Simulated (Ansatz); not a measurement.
# KBr in Ansatz: convergence with xc grid

KBr:

```
Br K
1.0
     0.00000    3.30000    3.30000
     3.30000    0.00000    3.30000
     3.30000    3.30000    0.00000
Br K
1 1
Direct
  0.49814 0.50499 0.50480
  0.99673 0.01319 0.99466
```

The cell isn't the ideal one: atoms moved at random, drawn with an rms of 0.05 Å.

```yaml
Program: Ansatz 0.2.0
Task: convergence study
Functional: PBE
Potentials_or_basis: Ansatz PAW
Cutoff: "420 eV (not typed: the program's choice for these potentials)"
k_mesh: 5 × 5 × 5
Occupations: cold, width 0.1 eV
Spin: no spin polarisation
```

These are the settings of the first run; the series varies xc grid, with any setting tied to it.

Hardware: 2 threads of Arm Neoverse V1, on a shared host.

```
xc grid  energy less the tightest run, at zero smearing (meV/atom)  SCF cycles  CPU time (s)  peak memory (GiB)
      1                                                      -0.04           5           5.4               0.35
      2                                                       0.00           5           5.5               0.35
      3                                                       0.00           5           5.7               0.38
      4                                                       0.00           5           6.1               0.42
      5                                                       0.00           5             7               0.52
```

Against the tightest run, the energy stays within 1 meV/atom from 1 on. The tightest run that finished is the yardstick and may itself not be fully converged.
